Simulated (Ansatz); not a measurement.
Runs of Ansatz 0.2.0 on Mg. Symmetry: P6_3/mmc, No. 194, hexagonal system. The conventional cell has a = 3.177 Å, b = 3.177 Å, c = 10.319 Å, α = 90.00°, β = 90.00°, γ = 120.00°. Mg (site symmetry -6m2) has 12 Mg at 3.17 to 3.18 Å as nearest neighbours. Mg (site symmetry -3m) has 12 Mg at 3.17 to 3.18 Å as nearest neighbours. 

```csv
task,level,cell,cutoff (eV),points for each segment of the path,gap on the mesh (eV),pressure (GPa),relaxed volume (Å³/atom)
relaxation of cell and atoms,RPBE,relaxed,420,-,-,0.0,23.88
band structure,RPBE,as given,420,14,none,(b),-
relaxation of cell and atoms,revPBE,relaxed,420,-,-,0.0,23.74
relaxation of cell and atoms,BLYP,relaxed,420,-,-,0.0,(a)
band structure,r2SCAN,as given,500,14,none,0.2,-
band structure,BLYP,as given,420,14,none,1.6,-
band structure,revPBE,as given,420,14,none,1.9,-
```

Alike in all rows: potentials or basis Ansatz PAW; no spin polarisation; k mesh 10 × 10 × 3; smearing fermi-dirac 0.05 eV.

**Question.** Fill in the values left out.

**Answer.** (a) 23.66; (b) 2.1.

Caveats: the PAW data sets come from PBE, with cores solved anew for the run's functional, which leaves a small shift of forces and pressure; the plane-wave basis is chosen anew once the cell has moved, so the energies of steps on either side of that aren't comparable (some runs).

A gap of «none» marks a metal or a gap under the smearing width.

Runs at the PBE level aren't shown here.
